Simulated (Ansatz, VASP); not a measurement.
## One calculation of MgO, two programs

POSCAR

```
MgO
1.0
   -0.0970527184      2.2787433767      2.2787433767
    2.2787433767     -0.0970527184      2.2787433767
    2.2787433767      2.2787433767     -0.0970527184
Mg O
1 1
Direct
   -0.0035986036     -0.0035986036     -0.0035986036
    0.2535986036      0.2535986036      0.2535986036
```

Contents of INCAR.step1:

```
SYSTEM = MgO
PREC     = Accurate       ! precision mode
ENCUT    = 520            ! plane-wave cutoff, eV
EDIFF    = 1E-5           ! SCF threshold, eV
ISMEAR   = 0              ! smearing method
SIGMA    = 0.01           ! smearing width, eV
LREAL    = .False.        ! projectors in reciprocal space
LASPH    = .True.         ! aspherical terms in the spheres
NELM     = 100            ! most SCF steps
ALGO     = Normal         ! electronic algorithm
ISIF     = 2              ! what is computed and relaxed
LWAVE    = .True.         ! write WAVECAR
GGA      = PE             ! functional
NBANDS   = 11             ! bands
```

The input INCAR.step2:

```
SYSTEM = MgO
PREC     = Accurate       ! precision mode
ENCUT    = 520            ! plane-wave cutoff, eV
EDIFF    = 1E-6           ! SCF threshold, eV
ISMEAR   = 0              ! smearing method
SIGMA    = 0.01           ! smearing width, eV
LREAL    = .False.        ! projectors in reciprocal space
LASPH    = .True.         ! aspherical terms in the spheres
NELM     = 100            ! most SCF steps
ALGO     = Normal         ! electronic algorithm
ISIF     = 2              ! what is computed and relaxed
LWAVE    = .False.        ! write WAVECAR
LCHARG   = .True.         ! write CHGCAR
GGA      = PE             ! functional
LHFCALC  = .True.         ! exact exchange
HFSCREEN = 0.2079         ! screening, 1/A
PRECFOCK = Normal       
LELF     = .True.         ! ELF
LVHAR    = .True.       
ISTART   = 1            
NBANDS   = 11             ! bands
```

KPOINTS

```
Automatic mesh
0
Gamma
  6 6 6
  0 0 0
```

Input for Ansatz:

```yaml
crystal:
  lattice:
    - [-0.0970527184, 2.2787433767, 2.2787433767]
    - [2.2787433767, -0.0970527184, 2.2787433767]
    - [2.2787433767, 2.2787433767, -0.0970527184]
  atoms:
    - { symbol: Mg, position: [-0.0035986036, -0.0035986036, -0.0035986036] }
    - { symbol: O, position: [0.2535986036, 0.2535986036, 0.2535986036] }
kpoints:
  mp_grid: { grid: [6, 6, 6] }
  band_path:
    path:
      - [0.0, 0.0, 0.0]
      - [-0.5, -0.5, 0.0]
      - [-0.375, -0.375, 0.25]
      - [-0.375, 0.0, 0.375]
      - [0.0, 0.0, 0.5]
      - [-0.5, -0.25, 0.25]
    npoints: 1
hamiltonian:
  xc: hse06
scf:
  occupations: { method: fixed }
  n_extra_bands: 4
output:
  forces: true
  stress: true
  eigenvalues: true
```

Change from the starting cell: epitaxial_111 strain +4.1%.

Alike in both runs: task single point; functional HSE06; k mesh 6 × 6 × 6; no spin polarisation.

|  | VASP | Ansatz |
| --- | --- | --- |
| version | VASP 6.6.1 | Ansatz 0.2.0 |
| potentials or method | VASP PAW PBE potentials, release 64 (Mg, O) | plane waves, PAW |
| plane-wave cutoff (eV) | 520 | 420 |
| occupations | gaussian, width 0.01 eV | fixed |
| valence electrons in the cell | 8 | 16 |

VASP gave:

| Quantity | Value |
| --- | --- |
| gap on the k mesh at the Fermi level (eV) | 4.65 |
| pressure (GPa) | -6.8 |
| largest component of the traceless stress (GPa) | 3.32 |
| rms of the force components (eV/Å) | 0.004 |

Q: Which values does Ansatz return?

A: gap on the k mesh at the Fermi level (eV): 4.68; pressure (GPa): -6.6; largest component of the traceless stress (GPa): 3.27; rms of the force components (eV/Å): 0.006.

Atom by atom the forces differ by 0.002 eV/Å (rms over components). The two sets of potentials don't hold the same shells in valence. Ansatz warned: «stress_exchange_threshold_loose».

Caveats: the PAW data sets were made with another functional, which shifts forces and pressure a little (VASP).
